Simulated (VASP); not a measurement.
# HgTe (Fm-3m) in VASP: equation of state, part 2 of 2

VASP 6.6.1. The steps go on from the part before.

### Step 6. Equation of state, PBE, 33.44 Å³/atom (volume scaled by 1.04)

Input file INCAR:

```
SYSTEM = HgTe
PREC = Accurate
ENCUT = 520
EDIFF = 1E-7
ISMEAR = -1
SIGMA = 0.05
LREAL = .False.
LASPH = .True.
NELM = 100
ALGO = Normal
ISIF = 2
LWAVE = .False.
LCHARG = .False.
GGA = PE
NBANDS = 16
```

Input file KPOINTS:

```
Automatic mesh
0
Gamma
  7 7 7
  0 0 0
```

Input file POSCAR:

```
HgTe
1.0
    0.0000000000      3.2218469041      3.2218469041
    3.2218469041      0.0000000000      3.2218469041
    3.2218469041      3.2218469041      0.0000000000
Hg Te
1 1
Direct
    0.0000000000      0.0000000000      0.0000000000
    0.5000000000      0.5000000000      0.5000000000
```

Potentials or basis: VASP PAW PBE potentials, release 64 (Hg, Te).

Command:

```
$ cat potpaw_PBE.64/Hg/POTCAR potpaw_PBE.64/Te/POTCAR > POTCAR
$ mpirun -np 1 vasp_std > vasp.out
```

OUTCAR:

```text
SYSTEM = HgTe
   PREC = Accurate
   ENCUT = 520
   EDIFF = 1E-7
   ISMEAR = -1
   LREAL = .False.
   LASPH = .True.
   NELM = 100
   ISIF = 2
   GGA = PE

 ion  position               nearest neighbor table
   1  0.000  0.000  0.000-   2 3.22   2 3.22   2 3.22   2 3.22   2 3.22   2 3.22
   2  0.500  0.500  0.500-   1 3.22   1 3.22   1 3.22   1 3.22   1 3.22   1 3.22

  LATTYP: Found a face centered cubic cell.
 ALAT       =     6.4436938082

  Lattice vectors:

 A1 = (   0.0000000000,   3.2218469041,   3.2218469041)
 A2 = (   3.2218469041,   0.0000000000,   3.2218469041)
 A3 = (   3.2218469041,   3.2218469041,   0.0000000000)

Analysis of symmetry for initial positions (statically):
=====================================================================
 Subroutine PRICEL returns:
 Original cell was already a primitive cell.

 Routine SETGRP: Setting up the symmetry group for a
 face centered cubic supercell.

 Subroutine GETGRP returns: Found 48 space group operations
 (whereof 48 operations were pure point group operations)
 out of a pool of 48 trial point group operations.

The static configuration has the point symmetry O_h .
[... 154 lines left out ...]

  energy without entropy =       -3.20769313  energy(sigma->0) =       -3.21247989

 E-fermi :   2.7235     XC(G=0):  -9.0993

 val. band max:        2.7121216647   @ k =  -0.1429   0.1429   0.0000
 cond. band min:       2.8034159544   @ k =   0.4286   0.0000   0.0000
 fundamental gap:      0.0912942897
 Fermi energy:         2.7235051834

 k-point     1 :       0.0000    0.0000    0.0000
  band No.  band energies     occupation
      1      -8.3390      2.00000
      2      -3.4584      2.00000
      3      -3.4584      2.00000
      4      -3.4117      2.00000
      5      -3.4117      2.00000
      6      -3.4117      2.00000
[... 357 lines left out ...]
      3      -3.4385      2.00000
      4      -3.3823      2.00000
      5      -3.2716      2.00000
      6      -3.0935      2.00000
[... 8 lines left out ...]
     15      12.6001      0.00000
     16      14.7073      0.00000

------------------------ aborting loop because EDIFF is reached ----------------------------------------

  FORCE on cell =-STRESS in cart. coord.  units (eV):
  Direction    XX          YY          ZZ          XY          YZ          ZX
  --------------------------------------------------------------------------------------
  -------------------------------------------------------------------------------------
  Total       -1.8871693     -1.8871693     -1.8871693      0.0000000     -0.0000000      0.0000000
  in kB      -45.2039882    -45.2039882    -45.2039882      0.0000000     -0.0000000      0.0000000
  external PRESSURE =     -45.2039882 kB  Pullay stress =       0.0000000 kB

 VOLUME and BASIS-vectors are now :
 -----------------------------------------------------------------------------
  energy-cutoff  :      520.00
  volume of cell :       66.89
      direct lattice vectors                 reciprocal lattice vectors
     0.000000000  3.221846904  3.221846904    -0.155190490  0.155190490  0.155190490
     3.221846904  0.000000000  3.221846904     0.155190490 -0.155190490  0.155190490
     3.221846904  3.221846904  0.000000000     0.155190490  0.155190490 -0.155190490

 POSITION                                       TOTAL-FORCE (eV/Angst)
 -----------------------------------------------------------------------------------
      0.00000      0.00000      0.00000         0.000000     -0.000000      0.000000
      3.22185      3.22185      3.22185        -0.000000      0.000000     -0.000000
 -----------------------------------------------------------------------------------
    total drift:                               -0.000000      0.000000      0.000000

  FREE ENERGIE OF THE ION-ELECTRON SYSTEM (eV)
  ---------------------------------------------------
  free  energy   TOTEN  =        -3.2172666598 eV

  energy  without entropy=       -3.2076931266  energy(sigma->0) =       -3.21247989
```

stdout:

```text
POSCAR found type information on POSCAR HgTe
 POSCAR found :  2 types and       2 ions
 scaLAPACK will be used
 LDA part: xc-table for (Slater+PW92), standard interpolation
 POSCAR, INCAR and KPOINTS ok, starting setup
 FFT: planning ... GRIDC
 FFT: planning ... GRID_SOFT
 FFT: planning ... GRID
 WAVECAR not read
 entering main loop
```

It took 21 s on 1 thread of Intel Xeon Platinum 8488C (Sapphire Rapids), shared host; peak memory 0.21 GiB.

What came out:

| Quantity | Value |
| --- | --- |
| Free energy | -3.2173 eV |
| Pressure | -4.5 GPa |
| Band gap on the k mesh | none (metal or under the smearing width) |

### Step 7. Equation of state, PBE, 34.09 Å³/atom (volume scaled by 1.06)

Input file INCAR:

```
PREC = Accurate
ENCUT = 520
EDIFF = 1E-7
ISMEAR = -1
SIGMA = 0.05
LREAL = F
LASPH = T
NELM = 60
ALGO = Normal
ISIF = 2
LWAVE = F
LCHARG = F
GGA = PE
NBANDS = 16
```

Input file KPOINTS:

```
Automatic mesh
0
Gamma
  7 7 7
```

Input file POSCAR:

```
HgTe
1.0
    0.0000000000      3.2423687753      3.2423687753
    3.2423687753      0.0000000000      3.2423687753
    3.2423687753      3.2423687753      0.0000000000
Hg Te
1 1
Direct
    0.0000000000      0.0000000000      0.0000000000
    0.5000000000      0.5000000000      0.5000000000
```

Command:

```
$ cat potpaw_PBE.64/Hg/POTCAR potpaw_PBE.64/Te/POTCAR > POTCAR
$ mpirun -np 1 vasp_std > vasp.out
```

Run time: 22 s. Hardware: 1 thread of Intel Xeon Platinum 8488C (Sapphire Rapids), shared host; peak memory 0.21 GiB.

It converged, with:

| Quantity | Value |
| --- | --- |
| Free energy | -3.1799 eV |
| Pressure | -4.9 GPa |
| Band gap on the k mesh | none (metal or under the smearing width) |

### Step 8. Equation of state, PBE

Potentials or basis: VASP PAW PBE potentials, release 64 (Hg, Te).

No new run: the results of the series are fitted here.

Results:

```
Equilibrium volume : 29.00 Å³/atom (rough: see the caveat)
Bulk modulus       : 47 GPa (rough)
```

Energy against volume, from the lowest point:
```tsv
volume (Å³/atom)	energy (meV/atom)
30.228	0.00
30.871	8.45
31.514	19.63
32.157	33.13
32.801	48.66
33.444	65.88
34.087	84.57
```

Caveat: the minimum lies outside the volumes run.
